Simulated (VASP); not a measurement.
TiC, 2 atoms in the cell. It takes space group C2 (No. 5, monoclinic). The conventional cell has a = 4.072 Å, b = 4.196 Å, c = 2.884 Å, α = 90.00°, β = 130.55°, γ = 90.00°. Ti (site symmetry 2) is surrounded by 3 C at 1.90 to 2.05 Å. C (site symmetry 2) is surrounded by 3 Ti at 1.90 to 2.05 Å.  The cell isn't the ideal one: strained and moved within a subgroup.

| Quantity | Value |
| --- | --- |
| Program | VASP 6.6.1 |
| Task | single point |
| Functional | PBEsol |
| Potentials or basis | VASP PAW PBE potentials, release 64 (Ti_sv, C) |
| Cutoff | 520 eV |
| k mesh | 16 × 16 × 16 |
| Occupations | gaussian, width 0.1 eV |
| Spin | no spin polarisation |
| Dipole correction | no |
| Further INCAR settings | ALGO = Fast; EDIFF = 1e-06; NBANDS = 15 |

Potentials or basis: VASP PAW PBE potentials, release 64 (Ti_sv, C).

Command:

```console
$ cat potpaw_PBE.64/Ti_sv/POTCAR potpaw_PBE.64/C/POTCAR > POTCAR
$ mpirun -np 1 vasp_std > vasp.out
```

Hardware: 1 thread of Intel(R) Xeon(R) Platinum 8259CL CPU @ 2.50GHz (Skylake/Cascade Lake), on a shared host.

Q: Estimate the wall time of this run.

A: It took 6.4 min on 1 thread of Intel(R) Xeon(R) Platinum 8259CL CPU @ 2.50GHz (Skylake/Cascade Lake), with other jobs on the host, peak memory 0.41 GiB. Counts: scf iterations 21, k points 1098.
